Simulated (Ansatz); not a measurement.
Zr:

```xyz
2
Lattice="3.2320 0.0000 0.0000 -1.6160 2.7990 0.0000 0.0000 0.0000 5.1470" Properties=species:S:1:pos:R:3 pbc="T T T"
Zr    1.6160    0.9330    3.8603
Zr    0.0000    1.8660    1.2868
```

Base run:

```yaml
Program: Ansatz 0.2.0
Functional: PBEsol
Potentials_or_basis: all-electron LAPW, scalar-relativistic
Cutoff: 174 eV (chosen from the basis error)
Basis_error_allowed: 0.001 eV/atom
k_mesh: 9 × 9 × 5
Occupations: fermi-dirac, width 0.05 eV
Spin: no spin polarisation
Hubbard_terms: Zr d U = 3 eV
```

Its results: band gap on the k mesh none (metal or under the smearing width); pressure 0.2 GPa.

Q: The run is repeated on the same cell with these changes: hubbard terms from Zr d U = 3 eV to Zr d U = 5 eV. What comes out?

A: Band gap on the k mesh none (metal or under the smearing width); pressure 2.8 GPa.

Caveats: U is the effective U less J, on atomic orbitals that reach past the spheres; U without spin polarisation on a metal has little footing; the U is typed as a test and isn't derived for this compound.
